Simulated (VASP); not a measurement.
## CaS (Oldhamite): single point with PBEsol

CaS (Oldhamite):

```
CELL_PARAMETERS angstrom
0.00000 2.81719 2.81719
2.81719 0.00000 2.81719
2.81719 2.81719 0.00000
ATOMIC_POSITIONS crystal
Ca 0.00000 0.00000 0.00000
S 0.50000 0.50000 0.50000
```

```
Program             : VASP 6.6.1
Task                : single point
Functional          : PBEsol
Potentials or basis : VASP PAW PBE potentials, release 64 (Ca_sv, S)
Cutoff              : 520 eV
k mesh              : 8 × 8 × 8
Occupations         : gaussian, width 0.02 eV
Spin                : no spin polarisation
```

```
Pressure               : 0.1 GPa
Band gap on the k mesh : 2.15 eV, indirect (least direct gap 3.00 eV)
```

Levels at points of the mesh, in eV from the valence-band top:
```csv
k point,band 4,band 5,band 6,band 7,band 8,band 9,band 10,band 11,band 12,band 13
"(0.00, 0.00, 0.00)",-19.96,-11.44,0.00,0.00,0.00,4.07,4.07,4.07,4.17,4.73
"(0.50, 0.00, 0.00)",-19.97,-10.53,-3.28,-1.25,-1.25,5.12,6.12,6.26,6.26,8.37
"(0.50, 0.50, 0.00)",-20.01,-10.76,-2.39,-0.84,-0.84,2.15,5.64,6.05,6.90,6.90
```

It took 16 s on 1 thread of Intel(R) Xeon(R) 6975P-C (Granite Rapids), with other jobs on the host, peak memory 0.17 GiB.

Caveat: the PAW data sets were made with another functional, which shifts forces and pressure a little. A k mesh can miss the band edges.
